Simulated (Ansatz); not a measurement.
# ZnAu: the cost of one run

Method: DFT PBEsol, scalar-relativistic, plane waves, PAW, in Ansatz 0.2.0.

1 further run of the same task is left out (set aside as unsound or not needed).

## 1. The structure to begin with

Symmetry: Pm-3m, No. 221, cubic system. The conventional cell has a = 3.128 Å, b = 3.128 Å, c = 3.128 Å, α = 90.00°, β = 90.00°, γ = 90.00°. Zn (site symmetry m-3m) has 8 Au at 2.71 Å as nearest neighbours. Au (site symmetry m-3m) has 8 Zn at 2.71 Å as nearest neighbours.

Coordinates:

```xyz
2
Lattice="3.1282 0.0000 0.0000 0.0000 3.1282 0.0000 0.0000 0.0000 3.1282" Properties=species:S:1:pos:R:3 pbc="T T T"
Zn    1.5641    1.5641    1.5641
Au    0.0000    0.0000    0.0000
```

It is the result of an earlier relaxation at this level (volume 15.31 Å³/atom; gap on the mesh: none (metal)).

## 2. Bands, states and charges

Input file input.yaml:

```yaml
crystal:
  lattice:
    - [3.1281886277, 0.0, 0.0]
    - [0.0, 3.1281886277, 0.0]
    - [0.0, 0.0, 3.1281886277]
  atoms:
    - { symbol: Zn, position: [0.5, 0.5, 0.5] }
    - { symbol: Au, position: [0.0, 0.0, 0.0] }
basis:
  ecutwfc: 420
kpoints:
  mp_grid: { grid: [14, 14, 14] }
  band_path:
    path:
      - [[0.0, 0.0, 0.0], [0.0, 0.5, 0.0], [0.5, 0.5, 0.0], [0.0, 0.0, 0.0], [0.5, 0.5, 0.5], [0.0, 0.5, 0.0]]
      - [[0.5, 0.5, 0.5], [0.5, 0.5, 0.0]]
    npoints: 14
hamiltonian:
  xc: pbesol
scf:
  occupations: { method: gaussian, width: 0.1 }
  n_extra_bands: 6
output:
  forces: true
  stress: true
  eigenvalues: true
  populations: true
  dos: { projected: true, de: 0.02, nscf_kmesh: { grid: [21, 21, 21] } }
  bader: true
  write_density: true
  write_potential: true
  elf: true
  volumetric_format: npy
```

The run is started by

```
$ ansatz run input.yaml --threads 1 --pin off --max-ram 2560MiB --backend cpu --events-out ev --progress --plain --runs-dir out
```

**Question.** How long does this run take on 1 thread of Intel Xeon Platinum 8488C (Sapphire Rapids), shared host, and how much memory does it need?

About 25 s, with a peak of 0.45 GiB.
